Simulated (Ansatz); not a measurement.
# A series in volume scale on Zr

Plane-wave DFT, scalar-relativistic PAW made under PBE with cores redone for the functional, no dispersion; the given relaxed cell is scaled uniformly, energy at zero smearing counts from the unscaled cell, pressure at the given Fermi-Dirac smearing is positive in compression. The results are calculated, by Ansatz 0.2.0.

The cell before it is scaled or strained (space group P6/mmm, No. 191):
```
Zr
1.0
      5.0470     0.0000     0.0000
     -2.5235     4.3708     0.0000
      0.0000     0.0000     3.1446
Zr
3
Direct
  0.00000 1.00000 1.00000
  0.33333 0.66667 0.50000
  0.66667 0.33333 0.50000
```

Settings of every row: spin polarised no; functional PBE; wave cutoff 420 eV; smearing width 0.1 eV; k mesh 8x8x11.

Atom starting moment: 0 on all atoms.

Limits: the cell comes from a prototype or a list of computed structures and needn't be the stable phase.

```csv
row,volume scale,V (Å³/atom),energy change per atom (meV),pressure (GPa)
1,0.88,20.348,118.29,15.19
2,0.92,21.273,48.9,9.19
3,0.96,22.198,11.24,4.19
4,1.04,24.048,10.82,-3.46
5,1.08,24.973,?,?
6,1.12,25.897,84.74,-8.79
```

Question: what energy change per atom and pressure should row 5 give?

Worked fit of energy change per atom. Take u = (V_r/V)^(2/3) − 1 with V_r = 22.198 Å³ an atom, which is twice the finite (Eulerian) strain; such expansions in the strain, on which the Birch-Murnaghan equation of state is built, carry the rest volume and the bulk modulus. The shown rows have u = 0.05973, 0.02878, 0, -0.05197, -0.09765. Least squares give energy change per atom = 10.965 + 833.18 × u + 16238.2 × u² meV; a straight line predicts inner rows, each left out in turn, worse (root mean square 46 against 0.91 meV). The rows lie off it by -0.37, 0.51, 0.28, -0.70, 0.30 (root mean square 0.46 meV). The withheld row has u = -0.07552, so the fit gives 10.965 + 833.18 × (-0.07552) + 16238.2 × (-0.07552)² = 40.65 meV.

The calculation gave 40.07 meV. The fit lies 0.58 meV (1.4 % of the value, 0.54 % of the column's range) above it; its largest miss of a shown row is 0.70 meV.

Worked fit of pressure. Take u = (V_r/V)^(2/3) − 1 with V_r = 22.198 Å³ an atom, which is twice the finite (Eulerian) strain; such expansions in the strain, on which the Birch-Murnaghan equation of state is built, carry the rest volume and the bulk modulus. The shown rows have u = 0.05973, 0.02878, 0, -0.05197, -0.09765. Least squares give pressure = 4.198 + 164.54 × u + 323.7 × u² GPa; a straight line predicts inner rows, each left out in turn, worse (root mean square 0.92 against 0.024 GPa). The rows lie off it by 0.01, -0.01, -0.01, 0.02, -0.01. The pressure vanishes at u = -0.0269, or V = 23.13 Å³ an atom, and there the bulk modulus at fixed shape and fractions is B = −V dP/dV = (2/3)(1 + u) dP/du = 95.4 GPa. Letting shape and atoms relax would as a rule lower it, by much in layered, chain or molecular crystals. The withheld row has u = -0.07552, so the fit gives 4.198 + 164.54 × (-0.07552) + 323.7 × (-0.07552)² = -6.38 GPa.

The calculation gave -6.36 GPa. The fit lies 0.02 GPa (0.083 % of the column's range) below it; its largest miss of a shown row is 0.02 GPa.
